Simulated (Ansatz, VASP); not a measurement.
## One calculation of CuO, two programs

The input INCAR:

```
SYSTEM = CuO
  ALGO = Normal
  EDIFF = 1E-7
  ENCUT = 520
  GGA = CA
  ISIF = 2
  ISMEAR = -1
  LASPH = .True.
  LCHARG = .False.
  LDAU = .True.
  LDAUJ = 0 0
  LDAUL = 2 -1
  LDAUPRINT = 1
  LDAUTYPE = 2
  LDAUU = 5 0
  LMAXMIX = 4
  LREAL = .False.
  LWAVE = .False.
  NBANDS = 25
  NELM = 150
  PREC = Accurate
  SIGMA = 0.05
```

The input KPOINTS:

```
k-points
0
Gamma
  10 10 6
  0 0 0
```

File POSCAR:

```
CuO
1.0
    3.1795331000      0.0000000000      0.0000000000
   -1.5897665500      2.7535564400      0.0000000000
    0.0000000000      0.0000000000      4.4314907300
Cu O
2 2
Direct
    0.0000000000      0.0000000000      0.0000000000
    0.0000000000      0.0000000000      0.5000000000
    0.3333333333      0.6666666667      0.2500000000
    0.6666666667      0.3333333333      0.7500000000
```

Contents of input.yaml:

```yaml
crystal:
  lattice:
    - [3.1795331, 0.0, 0.0]
    - [-1.58976655, 2.75355644, 0.0]
    - [0.0, 0.0, 4.43149073]
  atoms:
    - { symbol: Cu, position: [0.0, 0.0, 0.0] }
    - { symbol: Cu, position: [0.0, 0.0, 0.5] }
    - { symbol: O, position: [0.3333333333, 0.6666666667, 0.25] }
    - { symbol: O, position: [0.6666666667, 0.3333333333, 0.75] }
hamiltonian:
  xc: lda
  pseudopotentials: { kind: paw }
  hubbard: { sites: [{ species: Cu, l: d, u_eff: 5.0 }] }
kpoints:
  mp_grid: { grid: [10, 10, 6] }
scf:
  occupations: { method: fermi_dirac, width: 0.05 }
  n_extra_bands: 10
output:
  forces: true
  stress: true
  eigenvalues: true
  dos: { projected: true, de: 0.05, nscf_kmesh: { grid: [15, 15, 9] } }
```

Measurements of this composition are mostly on another form, of space group No. 15.

Alike in both runs: functional LDA; k mesh 10 × 10 × 6; occupations fermi-dirac, width 0.05 eV; no spin polarisation; Hubbard terms Cu d U = 5.0 eV.

```csv
,VASP,Ansatz
version,VASP 6.6.1,Ansatz 0.2.0
potentials or method,"VASP PAW LDA potentials, release 64 (Cu, O)",Ansatz PAW
plane-wave cutoff (eV),520,420
valence electrons in the cell,34,50
task,single point,projected density of states
```

Ansatz gave:

| Quantity | Value |
| --- | --- |
| gap on the k mesh at the Fermi level (eV) | none |
| pressure (GPa) | -7.2 |
| largest component of the traceless stress (GPa) | 26.73 |

Q: Estimate VASP's values.

A: gap on the k mesh at the Fermi level (eV): none; pressure (GPa): -14.6; largest component of the traceless stress (GPa): 26.48.

The programs project onto different local orbitals, so the same U acts differently. A gap of «none» marks a metal or a gap that the smearing closes. The two sets of potentials don't hold the same shells in valence.

Caveats: the run has no spin polarisation, though such a crystal can be magnetic; U without spin polarisation on a metal has little footing; the pressure holds a Pulay correction of +1.0 GPa for the finite cutoff (Ansatz); the PAW data sets come from PBE, with cores solved anew for the run's functional, which leaves a small shift of forces and pressure (Ansatz); the density of states is complete only up to the lowest level of the last band computed (Ansatz).
